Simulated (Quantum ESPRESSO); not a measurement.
Write an ASE script for Quantum ESPRESSO 7.5 that does the following.

* Task: single point
* Functional: PBE
* Potentials or basis: SSSP 1.3 efficiency PBE
* Cutoff: 816 eV
* Density cutoff: 6531 eV
* k mesh: 10 × 10 × 10
* Occupations: fermi-dirac, width 0.05 eV
* Spin: no spin polarisation
* Mixing beta: 0.5
* Most SCF iterations: 120
* SCF threshold: 4e-10 Ry

The structure of AlN lies in AlN.xyz:

```xyz
2
Lattice="0.0000000000 2.1839935596 2.1839935596 2.1839935596 0.0000000000 2.1839935596 2.1839935596 2.1839935596 0.0000000000" Properties=species:S:1:pos:R:3 pbc="T T T"
Al     0.0000000000      0.0000000000      0.0000000000
N      1.0919967798      1.0919967798      1.0919967798
```

Measurements of this composition are mostly on another form, of space group No. 186.

The input as run:

run.py

```python
import numpy as np
from ase.calculators.espresso import Espresso, EspressoProfile
from ase.io import read

atoms = read('AlN.xyz')

input_data = {
    'control': {'calculation': 'scf', 'prefix': 'pwscf', 'outdir': './tmp', 'tprnfor': True, 'tstress': True, 'disk_io': 'nowf'},
    'system': {'ecutwfc': 60.0, 'ecutrho': 480.0, 'nbnd': 9, 'occupations': 'smearing', 'smearing': 'fd', 'degauss': 0.00367493},
    'electrons': {'conv_thr': 4e-10, 'electron_maxstep': 120, 'mixing_beta': 0.5},
}
pseudopotentials = {'N': 'N.pbe-n-radius_5.UPF', 'Al': 'Al.pbe-n-kjpaw_psl.1.0.0.UPF'}
profile = EspressoProfile(command='pw.x', pseudo_dir='pseudo')
atoms.calc = Espresso(profile=profile, input_data=input_data, pseudopotentials=pseudopotentials, kpts=(10, 10, 10), koffset=(0, 0, 0))

print(f'energy {atoms.get_potential_energy():.8f} eV')
print('forces (eV/A)')
print(np.round(atoms.get_forces(), 6))
print('stress (eV/A^3, Voigt)')
print(np.round(atoms.get_stress(), 8))
print(f'Fermi level {atoms.calc.get_fermi_level():.4f} eV')
```

Potentials or basis: SSSP 1.3 efficiency PBE.

Launch:

```sh
$ OMP_NUM_THREADS=1 python run.py
```

Results of the run:

```
Pressure               : 5.0 GPa
Band gap on the k mesh : 3.32 eV, indirect (least direct gap 4.21 eV)
```

Run time: 14 s on 1 thread of INTEL(R) XEON(R) PLATINUM 8581C CPU @ 2.10GHz (Emerald Rapids) (shared host), peak memory 0.14 GiB.
